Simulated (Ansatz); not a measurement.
# H started at a bond centre in rocksalt PbSe, 65 atoms, charge +1

Wanted: geometry, formation energy and gap levels of the defect, compared across PBEsol, HSE06 and r²SCAN.

Method: density functional theory in Ansatz 0.2.0, PAW datasets, plane waves.

## 1. Starting point

65 atoms (32 Se, 32 Pb, 1 H); a = 12.200 Å, b = 12.200 Å, c = 12.200 Å, α = 90.00°, β = 90.00°, γ = 90.00°. All atoms were shaken off their sites by about 0.02 Å along each axis. Defect site 1: (0.375, 0.500, 0.500).

Steps to follow: (2) PBEsol relaxation at the single k point (¼, ¼, ¼), on 1 × NVIDIA GB200 with 8 threads of Arm Neoverse-V2; (3) HSE06 single point at the single k point (¼, ¼, ¼), on 1 × NVIDIA GB200 with 8 threads of Arm Neoverse-V2; (4) r²SCAN single point at the single k point (¼, ¼, ¼), on 1 × NVIDIA GB200 with 8 threads of Arm Neoverse-V2.

## 2. Relaxing the atoms with PBEsol

The input, in.yaml:

```yaml
crystal:
  lattice:
    - [12.200000, 0.000000, 0.000000]
    - [0.000000, 12.200000, 0.000000]
    - [0.000000, 0.000000, 12.200000]
  atoms:
    - { symbol: Se, position: [0.251865, 0.999678, 0.000616] }
    - { symbol: Se, position: [0.250937, 0.999255, 0.500442] }
    - { symbol: Se, position: [0.253103, 0.499731, 0.001480] }
    - { symbol: Se, position: [0.242114, 0.498670, 0.499746] }
    - { symbol: Se, position: [0.746904, 0.999457, 0.998055] }
    - { symbol: Se, position: [0.751101, 0.001437, 0.500014] }
    - { symbol: Se, position: [0.751241, 0.498912, 0.002936] }
    - { symbol: Se, position: [0.751297, 0.498949, 0.497575] }
    - { symbol: Se, position: [0.001360, 0.250751, 0.998460] }
    - { symbol: Se, position: [0.002776, 0.247490, 0.500340] }
    - { symbol: Se, position: [0.000121, 0.752662, 0.997992] }
    - { symbol: Se, position: [0.000032, 0.752535, 0.499241] }
    - { symbol: Se, position: [0.497930, 0.248725, 0.999395] }
    - { symbol: Se, position: [0.499605, 0.250144, 0.499511] }
    - { symbol: Se, position: [0.499909, 0.748008, 0.996247] }
    - { symbol: Se, position: [0.501228, 0.750410, 0.498397] }
    - { symbol: Se, position: [0.998160, 0.001469, 0.246682] }
    - { symbol: Se, position: [0.001205, 0.000074, 0.746984] }
    - { symbol: Se, position: [0.000910, 0.500683, 0.249832] }
    - { symbol: Se, position: [0.999385, 0.501631, 0.751910] }
    - { symbol: Se, position: [0.499592, 0.999211, 0.248913] }
    - { symbol: Se, position: [0.499104, 0.998132, 0.750828] }
    - { symbol: Se, position: [0.500283, 0.501014, 0.249520] }
    - { symbol: Se, position: [0.499041, 0.501234, 0.748905] }
    - { symbol: Se, position: [0.249833, 0.249838, 0.251316] }
    - { symbol: Se, position: [0.251338, 0.246864, 0.750646] }
    - { symbol: Se, position: [0.252390, 0.753108, 0.254677] }
    - { symbol: Se, position: [0.251572, 0.751009, 0.748977] }
    - { symbol: Se, position: [0.746923, 0.251168, 0.251615] }
    - { symbol: Se, position: [0.751322, 0.249476, 0.752206] }
    - { symbol: Se, position: [0.751062, 0.750715, 0.249000] }
    - { symbol: Se, position: [0.746955, 0.746138, 0.748785] }
    - { symbol: Pb, position: [0.002254, 0.999497, 0.999046] }
    - { symbol: Pb, position: [0.001055, 0.000573, 0.501315] }
    - { symbol: Pb, position: [0.998958, 0.502774, 0.998017] }
    - { symbol: Pb, position: [0.997734, 0.501002, 0.501643] }
    - { symbol: Pb, position: [0.501139, 0.999645, 0.003956] }
    - { symbol: Pb, position: [0.497216, 0.999827, 0.501774] }
    - { symbol: Pb, position: [0.498218, 0.498880, 0.002115] }
    - { symbol: Pb, position: [0.505802, 0.499711, 0.499256] }
    - { symbol: Pb, position: [0.250770, 0.247276, 0.997997] }
    - { symbol: Pb, position: [0.250694, 0.251178, 0.499082] }
    - { symbol: Pb, position: [0.250902, 0.750108, 0.001436] }
    - { symbol: Pb, position: [0.248913, 0.749032, 0.500355] }
    - { symbol: Pb, position: [0.750666, 0.251036, 0.998576] }
    - { symbol: Pb, position: [0.752113, 0.249549, 0.499318] }
    - { symbol: Pb, position: [0.750596, 0.749852, 0.002316] }
    - { symbol: Pb, position: [0.750678, 0.748796, 0.500154] }
    - { symbol: Pb, position: [0.248607, 0.002322, 0.248434] }
    - { symbol: Pb, position: [0.250484, 0.002185, 0.750305] }
    - { symbol: Pb, position: [0.251489, 0.499230, 0.249983] }
    - { symbol: Pb, position: [0.248595, 0.499931, 0.748764] }
    - { symbol: Pb, position: [0.749986, 0.998226, 0.249780] }
    - { symbol: Pb, position: [0.747746, 0.999434, 0.749173] }
    - { symbol: Pb, position: [0.750246, 0.498984, 0.250736] }
    - { symbol: Pb, position: [0.748916, 0.500139, 0.752056] }
    - { symbol: Pb, position: [0.996456, 0.251414, 0.248156] }
    - { symbol: Pb, position: [0.001009, 0.248901, 0.746327] }
    - { symbol: Pb, position: [0.000695, 0.748878, 0.249111] }
    - { symbol: Pb, position: [0.001192, 0.750808, 0.751933] }
    - { symbol: Pb, position: [0.500573, 0.248275, 0.249042] }
    - { symbol: Pb, position: [0.499050, 0.249903, 0.751201] }
    - { symbol: Pb, position: [0.497979, 0.752626, 0.248698] }
    - { symbol: Pb, position: [0.500268, 0.749218, 0.749972] }
    - { symbol: H, position: [0.376849, 0.499084, 0.498810] }
  symmetry: { detect: false }
kpoints:
  mp_grid: { grid: [1, 1, 1], shift: [0.25, 0.25, 0.25] }
hamiltonian:
  xc: pbesol
total_charge: 1
scf:
  occupations: { method: fermi_dirac, width: 0.01 }
relax:
  f_tol: 0.03
  max_steps: 80
  escape_saddle: false
  adjacent_minimum: "off"
output:
  forces: true
  eigenvalues: true
  populations: true
  charged_corrections: { epsilon: 210 }
```

Command:

```bash
> ansatz run in.yaml --threads 8 --pin off --max-ram 118750MiB --runs-dir r --events-out ev --progress --plain --backend cuda --devices 0, --max-vram 170GiB
```

The runs that follow: HSE06 on the final geometry; r²SCAN on the same atoms.

Q: Predict the outcome of this session. Wanted: for each run, formation energy; host gap; top filled to lowest empty.

The runs gave:

```
             level         time  formation energy (eV)  host gap (eV)  top filled to lowest empty (eV)
PBEsol, relaxation   16 s (GPU)                   0.80           0.11                             1.30
             HSE06   56 s (GPU)                   0.82           0.71                             1.94
            r²SCAN  5.9 s (GPU)                   1.01           0.52                             1.59
```

| quantity | value |
| --- | --- |
| relaxation | 18 recorded steps, 1.55 eV gained |
| largest shift | 1.20 Å (H65) |

**In words.** The relaxation lowers the energy by 1.55 eV; the largest shift is 1.20 Å (H65). The formation energy at E_F = VBM goes from 0.80 eV (PBEsol) to 1.01 eV (r²SCAN), as the host gap goes from 0.11 to 0.52 eV. The reservoirs are the elements' reference phases; where the defect changes the composition, the value depends on that choice. Exact exchange costs time: HSE06 ran about 9.6 times as long as r²SCAN on the same kind of device. No spin–orbit coupling is included; with elements this heavy it would shift the edges. The host's edges were read at Γ, so band-like levels at this k point need not coincide with them. Finite-cell errors of some tenths of an eV remain in such numbers. The dielectric constant of 210 in the correction is an assumed value.
